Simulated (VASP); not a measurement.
SrCl$_{2}$ (strained fluorite): one PBE single-point calculation in two programs

```
Sr Cl
1.0
     0.00000    3.55018    3.47149
     3.55018    0.00000    3.47149
     3.55018    3.55018    0.00000
Sr Cl
1 2
Direct
  0.00000 0.00000 0.00000
  0.25000 0.25000 0.25000
  0.75000 0.75000 0.75000
```

The two codes use different PAW datasets and cutoffs. VASP's cell holds 24 valence electrons and Ansatz's 24. Ansatz's stress includes a Pulay correction; VASP's doesn't.

Cutoffs: 520 eV in VASP, 420 eV in Ansatz. k meshes: 6×6×6 and 6×6×6.

```tsv
	VASP	Ansatz
gap between bands v and c	5.12 eV	5.12 eV
least direct gap	5.42 eV	5.42 eV
pressure	0.0 GPa	-0.1 GPa
```

Band v is the last that the valence electrons fill when counted band by band, and c is the next. Levels in eV from the top of v, Ansatz:

| point | v−1 | v | c | c+1 |
| --- | --- | --- | --- | --- |
| Γ | -0.47 | -0.30 | 5.12 | 5.95 |
| X | -0.35 | -0.13 | 5.42 | 6.82 |
| K | -0.62 | -0.10 | 5.84 | 7.06 |
| L | -1.10 | -1.08 | 6.58 | 6.62 |
| W | -0.37 | -0.13 | 6.09 | 6.90 |

VASP:

```json
{"point": "Γ", "v−1": "-0.47", "v": "-0.30", "c": "5.12", "c+1": "5.94"}
{"point": "X", "v−1": "-0.36", "v": "-0.13", "c": "5.42", "c+1": "6.81"}
{"point": "K", "v−1": "-0.62", "v": "-0.10", "c": "5.83", "c+1": "7.05"}
{"point": "L", "v−1": "-1.11", "v": "-1.09", "c": "6.57", "c+1": "6.61"}
{"point": "W", "v−1": "-0.37", "v": "-0.13", "c": "6.09", "c+1": "6.89"}
```
